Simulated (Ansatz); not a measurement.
# What isotropic strain −2.21 % does to BeO

Consider BeO in the wurtzite structure (space group P6_3mc, No. 186; a = 2.690 Å, c = 4.370 Å).

Modification: the cell is scaled by 0.9779 in all directions, atoms relaxed at fixed cell.

All numbers come from r2SCAN/PAW in Ansatz (a first-principles code), without spin-orbit coupling. Γ-centred 14×14×8 mesh, Fermi–Dirac width 0.05 eV.

```tsv
quantity	base	changed	shift
volume per atom	6.85 Å³	6.40 Å³	-0.444 Å³
space group	P6_3mc (No. 186)	P6_3mc (No. 186)	–
shortest interatomic distance	1.643 Å	1.607 Å	-0.036 Å
energy relative to the base (free energy F)	0 meV/atom	+22 meV/atom	+22 meV/atom
band gap	8.55 eV	9.31 eV	+0.76 eV
gap character	direct at Γ	direct at Γ	–
mean gap deformation potential ΔEg/Δln V	–	-11.4 eV	–
width of the top valence band	2.46 eV	2.60 eV	+0.14 eV
electron mass	0.53 mₑ along c, 0.61 mₑ across (at Γ)	0.57 mₑ along c, 0.68 mₑ across (at Γ)	–
valence-band top at Γ (three highest levels, from the VBM)	0.00, -0.04, -0.04 eV	0.00, -0.04, -0.04 eV	–
```

Masses are band curvatures over ±0.01 Å⁻¹ around the edge. No phonon test of stability was made.
